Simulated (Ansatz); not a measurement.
ZrS2 (CdI2 type) (r2SCAN+rVV10 geometry), in Ansatz:

```
CELL_PARAMETERS angstrom
3.67440 0.00000 0.00000
-1.83720 3.18212 0.00000
0.00000 0.00000 5.85686
ATOMIC_POSITIONS crystal
Zr 0.00000 0.00000 0.00000
S 0.33333 0.66667 0.24623
S 0.66667 0.33333 0.75377
```

G0W0@PBE with 257 empty bands, a screening cutoff of 140 eV and a 6×6×2 mesh (PAW, contour deformation) gives 1.754 eV over the mesh points, from a PBE gap of 0.879 eV; it sums over 269 bands with 263 plane waves in the screening and a wave cutoff of 420 eV. G0W0 here is at a finite number of bands, screening cutoff and k mesh, not at the basis limit. (Simulation; spin polarisation is off.)

Q: Estimate the gap with mesh 6×6×4, empty bands 111, screening cutoff 80 eV.

A: 1.672 eV (-0.082 eV), from a Kohn-Sham gap of 0.881 eV.

Q: Estimate the gap with potentials of the kind norm-conserving.

A: 1.741 eV (-0.013 eV), from a Kohn-Sham gap of 0.882 eV.
